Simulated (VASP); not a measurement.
# IrO2 (P4_2/mnm) in VASP: further runs, part 2 of 2

VASP 6.6.1. Earlier steps stand in the parts before.

### Step 3. Single point, PBE

The COD entry that gives the cell may itself be a prediction, so a difference from it is no test against experiment.

Input file INCAR:

```
SYSTEM = IrO2
  PREC = Accurate
  ENCUT = 520
  EDIFF = 1E-6
  ISMEAR = -1
  SIGMA = 0.05
  LREAL = .FALSE.
  LASPH = .TRUE.
  NELM = 80
  ALGO = Normal
  ISIF = 2
  LWAVE = .FALSE.
  LCHARG = .FALSE.
  GGA = PE
  NBANDS = 30
```

Input file KPOINTS:

```
Automatic mesh
0
G
  16 16 22
  0 0 0
```

Input file POSCAR:

```
IrO2
1.0
    4.5051000000      0.0000000000      0.0000000000
    0.0000000000      4.5051000000      0.0000000000
    0.0000000000      0.0000000000      3.1586000000
Ir O
2 4
Direct
    0.0000000000      0.0000000000      0.0000000000
    0.5000000000      0.5000000000      0.5000000000
    0.3077000000      0.3077000000      0.0000000000
    0.1923000000      0.8077000000      0.5000000000
    0.6923000000      0.6923000000      0.0000000000
    0.8077000000      0.1923000000      0.5000000000
```

Potentials or basis: VASP PAW PBE potentials, release 64 (Ir, O).

Command:

```bash
> cat potpaw_PBE.64/Ir/POTCAR potpaw_PBE.64/O/POTCAR > POTCAR
> mpirun -np 1 vasp_std > vasp.out
```

OUTCAR:

```text
SYSTEM = IrO2
   PREC = Accurate
   ENCUT = 520
   EDIFF = 1E-6
   ISMEAR = -1
   LREAL = .FALSE.
   LASPH = .TRUE.
   NELM = 80
   ISIF = 2
   GGA = PE

 ion  position               nearest neighbor table
   1  0.000  0.000  0.000-   3 1.96   5 1.96   4 2.00   6 2.00   4 2.00   6 2.00
   2  0.500  0.500  0.500-   4 1.96   6 1.96   5 2.00   3 2.00   3 2.00   5 2.00
   3  0.308  0.308  0.000-   1 1.96   2 2.00   2 2.00
   4  0.192  0.808  0.500-   2 1.96   1 2.00   1 2.00
   5  0.692  0.692  0.000-   1 1.96   2 2.00   2 2.00
   6  0.808  0.192  0.500-   2 1.96   1 2.00   1 2.00

  LATTYP: Found a simple tetragonal cell.
 ALAT       =     4.5051000000
 C/A-ratio  =     0.7011165124

  Lattice vectors:

 A1 = (   4.5051000000,   0.0000000000,   0.0000000000)
 A2 = (   0.0000000000,   4.5051000000,   0.0000000000)
 A3 = (   0.0000000000,   0.0000000000,   3.1586000000)

Analysis of symmetry for initial positions (statically):
=====================================================================
 Subroutine PRICEL returns:
 Original cell was already a primitive cell.

 Routine SETGRP: Setting up the symmetry group for a
 simple tetragonal supercell.

 Subroutine GETGRP returns: Found 16 space group operations
 (whereof  8 operations were pure point group operations)
 out of a pool of 16 trial point group operations.

The static configuration has the point symmetry D_2h.
 The point group associated with its full space group is D_4h.

Analysis of symmetry for dynamics (positions and initial velocities):
=====================================================================
 Subroutine PRICEL returns:
 Original cell was already a primitive cell.

 Routine SETGRP: Setting up the symmetry group for a
 simple tetragonal supercell.

 Subroutine GETGRP returns: Found 16 space group operations
 (whereof  8 operations were pure point group operations)
 out of a pool of 16 trial point group operations.

The dynamic configuration has the point symmetry D_2h.
[... 131 lines left out ...]
  Thomas-Fermi vector in A             =   2.542625
   LORBIT       =      0    0 simple, 1 ext, 2 COOP (PROOUT), +10 PAW based schemes
   GGA     = PE    functional components
   LHFCALC =     F    Hartree Fock is set to
   AEXX    =    0.0000 exact exchange contribution
   IVDW    =     0    specifies the selected vdW correction
   LEPSILON=     F    determine dielectric tensor
   LRPA    =     F    only Hartree local field effects (RPA)
 non-spin polarized calculation
  energy-cutoff  :      520.00
  volume of cell :       64.11
 maximum number of plane-waves:      1756
 NGX is ok and might be reduce to    36
   NGX = 17   NGY = 17   NGZ = 11

 number of electron      41.9999995 magnetization

 Free energy of the ion-electron system (eV)
  ---------------------------------------------------
  ext. energy  EPLUGINS =         0.00000000
  ---------------------------------------------------
  free energy    TOTEN  =       -42.23607027 eV

  energy without entropy =      -42.21174045  energy(sigma->0) =      -42.22390536

 E-fermi :   6.1799     XC(G=0): -11.9974

 val. band max:        6.1779151980   @ k =   0.5000   0.0625   0.2727
 cond. band min:       6.1801495722   @ k =   0.1250   0.0000   0.3636
 fundamental gap:      0.0022343742
 Fermi energy:         6.1799155737

 k-point     1 :       0.0000    0.0000    0.0000
  band No.  band energies     occupation
      1     -15.0325      2.00000
      2     -13.8296      2.00000
      3     -12.7747      2.00000
      4     -12.7747      2.00000
      5      -3.6498      2.00000
      6      -3.4108      2.00000
[... 781 lines left out ...]
     29      16.1589      0.00000
     30      16.1589      0.00000

 [... further k-points ...]

------------------------ aborting loop because EDIFF is reached ----------------------------------------

  FORCE on cell =-STRESS in cart. coord.  units (eV):
  Direction    XX          YY          ZZ          XY          YZ          ZX
  --------------------------------------------------------------------------------------
  -------------------------------------------------------------------------------------
  Total        2.7303961      2.7303961      3.5489577     -0.0000000      0.0000000      0.0000000
  in kB       68.2390133     68.2390133     88.6967902     -0.0000000      0.0000000      0.0000000
  external PRESSURE =      75.0582722 kB  Pullay stress =       0.0000000 kB

 VOLUME and BASIS-vectors are now :
 -----------------------------------------------------------------------------
  energy-cutoff  :      520.00
  volume of cell :       64.11
      direct lattice vectors                 reciprocal lattice vectors
     4.505100000  0.000000000  0.000000000     0.221970655  0.000000000  0.000000000
     0.000000000  4.505100000  0.000000000     0.000000000  0.221970655  0.000000000
     0.000000000  0.000000000  3.158600000     0.000000000  0.000000000  0.316595960

 POSITION                                       TOTAL-FORCE (eV/Angst)
 -----------------------------------------------------------------------------------
      0.00000      0.00000      0.00000         0.000000      0.000000     -0.000000
      2.25255      2.25255      1.57930         0.000000      0.000000     -0.000000
      1.38622      1.38622      0.00000         0.067763      0.067763      0.000000
      0.86633      3.63877      1.57930        -0.067763      0.067763     -0.000000
      3.11888      3.11888      0.00000        -0.067763     -0.067763     -0.000000
      3.63877      0.86633      1.57930         0.067763     -0.067763     -0.000000
 -----------------------------------------------------------------------------------
    total drift:                                0.000000      0.000000     -0.000000

  FREE ENERGIE OF THE ION-ELECTRON SYSTEM (eV)
  ---------------------------------------------------
  free  energy   TOTEN  =       -42.2360702708 eV

  energy  without entropy=      -42.2117404492  energy(sigma->0) =      -42.22390536
```

OSZICAR:

```text
N       E                     dE             d eps       ncg     rms          rms(c)
DAV:   1     0.436137237429E+03    0.43614E+03   -0.21058E+04 32416   0.139E+03
DAV:   2    -0.845398500541E+01   -0.44459E+03   -0.42122E+03 32896   0.398E+02
DAV:   3    -0.489449182788E+02   -0.40491E+02   -0.38895E+02 39366   0.132E+02
DAV:   4    -0.501451157278E+02   -0.12002E+01   -0.11944E+01 38448   0.245E+01
DAV:   5    -0.501712532933E+02   -0.26138E-01   -0.26120E-01 39550   0.337E+00    0.480E+01
DAV:   6    -0.429603343497E+02    0.72109E+01   -0.28648E+01 49766   0.530E+01    0.214E+01
DAV:   7    -0.423394461923E+02    0.62089E+00   -0.39337E+00 49556   0.256E+01    0.150E+01
DAV:   8    -0.422422437265E+02    0.97202E-01   -0.50342E-01 48634   0.769E+00    0.675E-01
DAV:   9    -0.422377887998E+02    0.44549E-02   -0.30626E-02 35406   0.119E+00    0.381E-01
DAV:  10    -0.422361731486E+02    0.16157E-02   -0.93405E-03 39242   0.933E-01    0.339E-01
DAV:  11    -0.422360636528E+02    0.10950E-03   -0.45403E-04 48914   0.214E-01    0.775E-02
DAV:  12    -0.422360701207E+02   -0.64679E-05   -0.56266E-05 36774   0.547E-02    0.832E-03
DAV:  13    -0.422360702708E+02   -0.15005E-06   -0.36882E-06 38004   0.177E-02
   1 F= -.42236070E+02 E0= -.42223905E+02  d E =-.243298E-01
```

stdout:

```text
POSCAR found type information on POSCAR IrO
 POSCAR found :  2 types and       6 ions
 scaLAPACK will be used
 LDA part: xc-table for (Slater+PW92), standard interpolation
 POSCAR, INCAR and KPOINTS ok, starting setup
 FFT: planning ... GRIDC
 FFT: planning ... GRID_SOFT
 FFT: planning ... GRID
 WAVECAR not read
 entering main loop
```

Run time: 8.7 min. Hardware: 1 thread of Intel Xeon Platinum 8259CL at 2.50GHz (Skylake/Cascade Lake), shared host; peak memory 0.83 GiB.

Results:

```
Free energy            : -42.2361 eV
Pressure               : 7.5 GPa
Largest force          : 0.096 eV/Å
Band gap on the k mesh : none (metal or under the smearing width)
```

Forces in eV/Å, atoms in the order of the input:
```
Ir   0.000  0.000  0.000
Ir   0.000  0.000  0.000
O    0.068  0.068  0.000
O   -0.068  0.068  0.000
O   -0.068 -0.068  0.000
O    0.068 -0.068  0.000
```

### Step 4. Single point, LDA

INCAR, as its differences from that of step 3:

```diff
@@ -13,3 +13,2 @@
   LCHARG = .FALSE.
-  GGA = PE
   NBANDS = 30
```

Input file KPOINTS:

```
Automatic mesh
0
G
  14 14 20
  0 0 0
```

POSCAR is that of step 3.

Potentials or basis: VASP PAW LDA potentials, release 64 (Ir, O).

Command:

```bash
> cat potpaw_LDA.64/Ir/POTCAR potpaw_LDA.64/O/POTCAR > POTCAR
> mpirun -np 1 vasp_std > vasp.out
```

It took 6.7 min on 1 thread of Intel Xeon Platinum 8259CL at 2.50GHz (Skylake/Cascade Lake), shared host; peak memory 0.63 GiB.

It converged, with:

| Property | Result |
| --- | --- |
| Free energy | -48.7791 eV |
| Pressure | -8.0 GPa |
| Largest force | 0.179 eV/Å |
| Band gap on the k mesh | none (metal or under the smearing width) |

Forces on the atoms (eV/Å):
```
Ir   0.000  0.000  0.000
Ir   0.000  0.000  0.000
O    0.127  0.127  0.000
O   -0.127  0.127  0.000
O   -0.127 -0.127  0.000
O    0.127 -0.127  0.000
```

Stress tensor (GPa, compression positive):
```
-7.76  0.00  0.00
 0.00 -7.76  0.00
 0.00  0.00 -8.35
```

Levels at points of the mesh, in eV from the Fermi level:
```
           k point  band 17  band 18  band 19  band 20  band 21  band 22  band 23  band 24  band 25  band 26
(0.00, 0.00, 0.00)    -2.46    -2.46    -2.39    -2.28    -2.26     0.70     1.26     4.04     4.04     4.12
(0.50, 0.00, 0.00)    -1.67    -1.67    -1.29    -1.29    -0.30    -0.30     3.43     3.43     3.54     3.54
(0.50, 0.50, 0.00)    -2.55    -2.55    -2.42    -2.42     0.22     0.22     2.47     2.47     4.03     4.03
(0.00, 0.00, 0.50)    -1.88    -1.88    -0.69    -0.69     0.25     0.25     2.22     2.22     2.69     2.69
(0.50, 0.00, 0.50)    -2.81    -2.81    -1.76    -1.76     0.53     0.53     1.08     1.08     4.48     4.48
(0.50, 0.50, 0.50)    -1.78    -1.78    -1.23    -1.23    -0.52    -0.52     2.18     2.18     3.16     3.16
```

### Step 5. Summary

| level | potentials or basis | k mesh | gap on the mesh (eV) | pressure (GPa) | largest force (eV/Å) |
| --- | --- | --- | --- | --- | --- |
| PBE | VASP PAW PBE potentials, release 64 (Ir, O) | 10 × 10 × 14 | none | 7.5 | 0.10 |
| PBE | VASP PAW PBE potentials, release 64 (Ir, O) | 16 × 16 × 22 | none | 7.5 | 0.10 |
| LDA | VASP PAW LDA potentials, release 64 (Ir, O) | 14 × 14 × 20 | none | -8.0 | 0.18 |

Alike in all rows: task single point; no spin polarisation; cell as given; cutoff (eV) 520; smearing fermi-dirac 0.05 eV.

Total energies depend on the potentials used, so only differences within one code and one set of settings carry meaning.
